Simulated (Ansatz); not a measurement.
# AlNi: the cost of one run

Computed with Ansatz 0.2.0 (DFT r2SCAN, scalar-relativistic, plane waves, PAW, unless a step's input says otherwise).

2 further runs of the same task are left out: 2 that didn't finish.

### 1 The structure to begin with

Symmetry: Pm-3m, No. 221, cubic system. Conventional cell: a = 2.860 Å, b = 2.860 Å, c = 2.860 Å, α = 90.00°, β = 90.00°, γ = 90.00°. Al (site symmetry m-3m) is surrounded by 8 Ni at 2.48 Å. Ni (site symmetry m-3m) has 8 Al at 2.48 Å as nearest neighbours.

Coordinates:

```cif
data_structure
_symmetry_space_group_name_H-M 'Pm-3m'
_symmetry_Int_Tables_number 221
_cell_length_a 2.8597
_cell_length_b 2.8597
_cell_length_c 2.8597
_cell_angle_alpha 90.000
_cell_angle_beta 90.000
_cell_angle_gamma 90.000
_cell_volume 23.39
loop_
_atom_site_label
_atom_site_type_symbol
_atom_site_symmetry_multiplicity
_atom_site_Wyckoff_symbol
_atom_site_fract_x
_atom_site_fract_y
_atom_site_fract_z
_atom_site_occupancy
Al1 Al 1 b 0.50000 0.50000 0.50000 1
Ni1 Ni 1 a 0.00000 0.00000 0.00000 1
```

This is candidate A: structure listed in a database for this formula (Pm-3m, No. 221).

(A quick probe on a coarse mesh, which set the mesh and smearing, is not shown.)

### 3 Full relaxation (candidate A)

input.yaml reads:

```yaml
crystal:
  lattice:
    - [2.85971129, 0.0, 0.0]
    - [0.0, 2.85971129, 0.0]
    - [0.0, 0.0, 2.85971129]
  atoms:
    - { symbol: Al, position: [0.5, 0.5, 0.5] }
    - { symbol: Ni, position: [0.0, 0.0, 0.0] }
basis:
  ecutwfc: 500
kpoints:
  mp_grid: { grid: [20, 20, 20] }
hamiltonian:
  xc: r2scan
scf:
  occupations: { method: gaussian, width: 0.1 }
output:
  forces: true
  stress: true
  eigenvalues: true
relax:
  adjacent_minimum: "off"
  f_tol: 0.01
  max_steps: 80
  cell: { stress_tol: 0.05 }
```

Started as:

```
$ ansatz run input.yaml --threads 1 --pin off --max-ram 3072MiB --backend cpu --events-out ev --progress --plain --runs-dir out
```

**Question.** How long does this run take on 1 thread of Arm Neoverse V2, shared host, and how much memory does it need?

About 61 s, with a peak of 0.47 GiB.
